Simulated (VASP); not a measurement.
**SiC (zincblende), PBE0 single-point calculation: Ansatz's output and VASP's**

```
CELL_PARAMETERS angstrom
0.00000 2.17805 2.17805
2.17805 0.00000 2.17805
2.17805 2.17805 0.00000
ATOMIC_POSITIONS crystal
Si 0.00000 0.00000 0.00000
C 0.25000 0.25000 0.25000
```

Ansatz printed

```
SCF 3 converged in 3 iterations: F = -888.022660 eV  dr2 = 8.42e-9
  Residual-converged pass: ⟨swp⟩=2.9  Hψ=514  notcnv=0  max |occ|·‖R‖ = 2.4e-6 eV (tolerance 2.4e-6 eV)  dr2=8.42e-9  dr2_onsite=1.50e-11  max |Δocc| = 0.0e0
hybrid outer 2: dexx = +5.354e-8 eV, tail = 1.80e-8 eV, Δε = 2.09e-3 eV (about 1.63e-4 eV left of the loop's levels)
NSCF: frozen V_eff on 6 k-points
hybrid SCF converged: 2 outer / 8 inner (+2 warm-up), last move |dexx| = 5.35e-8 eV, tail = 1.80e-8 eV
Stability not checked: this state was not tested for a lower state beside it, because the functional holds exact exchange (a hybrid, or Hartree-Fock), whose exchange loop this test does not read (fock_operator; see scf.lower_state_search)
Free energy (F): -888.022660 eV
Frozen-core exchange: fock
Harris-Foulkes:  -888.022660 eV  (|F-HF|=1.10e-10)
Internal energy: -888.022660 eV  (E = F + TS)
E sigma→0 (E₀):  -888.022660 eV
Fermi energy:    8.514112 eV
--- Per-component energies (eV) ---
  E_band       = 15.940058
  E_kinetic    = 135.801924
  E_local      = -103.260472  (includes V_loc(G=0)·N_el)
  E_nonlocal   = 50.584261
  E_hartree    = 32.142146
  E_xc         = -81.871031
  E_vxc        = -85.069397  (∫ρ·V_xc dr)
  E_exx        = -18.496980  (= α·E_x^exact, valence–valence)
  E_paw        = -617.941030  (= ΣΔE_a)
  E_vpaw       = -9.406465  (= ΣTr[D̂ρ^β])
  E_aug_tail   = 0.000014  (compensation charges beyond the density's cutoff)
  E_ewald      = -284.907685
  E_core_change = -0.073806  (= ΣΔE_core)
  E_smearing   = -0.000000  (= −TS)
  E_closure    = -0.000000  (closes the sum)
  Σ components = -888.022660   (vs F -888.022660, Δ=1.14e-13)
--- Forces (eV/Å), atoms counted from 1 ---
  atom   1  Si     0.00000000    -0.00000000     0.00000000
  atom   2  C     -0.00000000     0.00000000    -0.00000000
  max |Σ_I F_I| component: 1.85e-16 eV/Å
--- Stress (GPa, compression-positive) ---
       -1.292040      -0.000000      -0.000000
       -0.000000      -1.292040       0.000000
        0.000000       0.000000      -1.292040
  P = ⅓ Tr σ = -1.2920 GPa (-12.920 kbar)
--- Band table (eV; the first three rows and the last of 29) ---
  k-point 0: bands = ["-8.5306", "8.5141", "8.5141", "8.5141", "16.7869", "17.8672", "17.8672", "17.8672"]
  k-point 1: bands = ["-8.1991", "6.8891", "8.2951", "8.2951", "17.0058", "18.2562", "18.2562", "18.4822"]
  k-point 2: bands = ["-7.2303", "3.7714", "7.8490", "7.8490", "16.4781", "18.5173", "18.5173", "20.1615"]
  k-point 28: bands = ["-2.8655", "0.7893", "3.0213", "3.4155", "15.6044", "20.2018", "20.3241", "20.3277"]
```

The two codes use different PAW datasets and cutoffs. VASP's cell holds 8 valence electrons and Ansatz's 8. Ansatz's stress includes a Pulay correction; VASP's doesn't.

Task: What does VASP give for the same cell and level of theory?

Result: gap between bands v and c 2.95 eV; least direct gap 6.47 eV; pressure -1.7 GPa.

From OUTCAR

```
k-points           NKPTS =     29   k-points in BZ     NKDIM =    512   number of bands    NBANDS=     11

   NELECT =       8.0000    total number of electrons

   dimension x,y,z NGX =    24 NGY =   24 NGZ =   24
   dimension x,y,z NGXF=    48 NGYF=   48 NGZF=   48

  energy-cutoff  :      520.00
  volume of cell :       20.66
      direct lattice vectors                 reciprocal lattice vectors
     0.000000000  2.178052360  2.178052360    -0.229562893  0.229562893  0.229562893
     2.178052360  0.000000000  2.178052360     0.229562893 -0.229562893  0.229562893
     2.178052360  2.178052360  0.000000000     0.229562893  0.229562893 -0.229562893

 k-points in reciprocal lattice and weights: KPOINTS created by Atomic Simulation Env
   0.00000000  0.00000000  0.00000000       0.002
   0.12500000  0.00000000  0.00000000       0.016
   0.25000000  0.00000000  0.00000000       0.016
   0.37500000  0.00000000  0.00000000       0.016
   0.50000000  0.00000000  0.00000000       0.008
   0.12500000  0.12500000  0.00000000       0.012
   0.25000000  0.12500000  0.00000000       0.047
   0.37500000  0.12500000  0.00000000       0.047
   ...

 E-fermi :   7.2831

 k-point     1 :       0.0000    0.0000    0.0000
  band No.  band energies     occupation
      1      -9.9235      2.00000
      2       7.1313      2.00000
      3       7.1313      2.00000
      4       7.1313      2.00000
      5      15.4261      0.00000
      6      16.4727      0.00000
      7      16.4727      0.00000
      8      16.4727      0.00000
      9      23.9971      0.00000
     10      23.9971      0.00000
     11      25.8869      0.00000

 k-point     2 :       0.1250    0.0000    0.0000
  band No.  band energies     occupation
      1      -9.5934      2.00000
      2       5.5060      2.00000
      3       6.9113      2.00000
      4       6.9113      2.00000
      5      15.6313      0.00000
      6      16.8631      0.00000
      7      16.8631      0.00000
      8      17.1036      0.00000
      9      22.6784      0.00000
     10      22.6784      0.00000
     11      25.4430      0.00000

 k-point     3 :       0.2500    0.0000    0.0000
  band No.  band energies     occupation
      1      -8.6230      2.00000
      2       2.3838      2.00000
      3       6.4633      2.00000
      4       6.4633      2.00000
      5      15.1019      0.00000
      6      17.1313      0.00000
      7      17.1313      0.00000
      8      18.7925      0.00000
      9      22.5236      0.00000
     10      22.5236      0.00000
     11      24.5038      0.00000

 k-point     4 :       0.3750    0.0000    0.0000
  band No.  band energies     occupation
      1      -7.1533      2.00000
      2      -0.6457      2.00000
      3       6.0990      2.00000
      4       6.0990      2.00000
      5      14.6672      0.00000
      6      16.6469      0.00000
      7      16.6469      0.00000
      8      19.4632      0.00000
      9      24.6913      0.00000
     10      24.6913      0.00000
     11      25.0351      0.00000

 k-point     5 :       0.5000    0.0000    0.0000
  band No.  band energies     occupation
      1      -6.0643      2.00000
      2      -2.2878      2.00000
      3       5.9672      2.00000
      4       5.9672      2.00000
      5      14.5200      0.00000
      6      16.3673      0.00000
      7      16.3673      0.00000
      8      19.4624      0.00000
      9      25.8087      0.00000
     10      27.0094      0.00000
     11      27.0094      0.00000

 k-point     6 :       0.1250    0.1250    0.0000
  band No.  band energies     occupation
      1      -9.4834      2.00000
      2       5.9148      2.00000
      3       6.3669      2.00000
      4       6.3669      2.00000
      5      15.2524      0.00000
      6      16.5036      0.00000
      7      17.6310      0.00000
      8      17.6310      0.00000
      9      20.7652      0.00000
     10      24.4835      0.00000
     11      27.4836      0.00000

 k-point     7 :       0.2500    0.1250    0.0000
  band No.  band energies     occupation
      1      -8.7242      2.00000
      2       3.4730      2.00000
      3       5.7661      2.00000
      4       6.0527      2.00000
      5      14.7570      0.00000
      6      16.9045      0.00000
      7      17.9177      0.00000
      8      18.4144      0.00000
      9      21.0173      0.00000
     10      24.4128      0.00000
     11      26.5770      0.00000

 k-point     8 :       0.3750    0.1250    0.0000
  band No.  band energies     occupation
      1      -7.4017      2.00000
      2       0.4788      2.00000
      3       5.3958      2.00000
      4       5.4394      2.00000
      5      14.4367      0.00000
      6      16.8064      0.00000
      7      18.0871      0.00000
      8      18.8291      0.00000
      9      22.6139      0.00000
     10      25.9215      0.00000
     11      26.3741      0.00000

 ...

  Total       -0.2149445     -0.2149445     -0.2149445      0.0000000      0.0000000     -0.0000000
  in kB      -16.6648692    -16.6648692    -16.6648692      0.0000000      0.0000000     -0.0000000
  external PRESSURE =     -16.6648692 kB  Pullay stress =       0.0000000 kB

 POSITION                                       TOTAL-FORCE (eV/Angst)
 -----------------------------------------------------------------------------------
      0.00000      0.00000      0.00000         0.000000      0.000000      0.000000
      1.08903      1.08903      1.08903        -0.000000      0.000000     -0.000000
 -----------------------------------------------------------------------------------
    total drift:                                0.000001     -0.000000      0.000000

  FREE ENERGIE OF THE ION-ELECTRON SYSTEM (eV)
  ---------------------------------------------------
  free  energy   TOTEN  =       -18.4715927785 eV

  energy  without entropy=      -18.4715927785  energy(sigma->0) =      -18.47159278
```
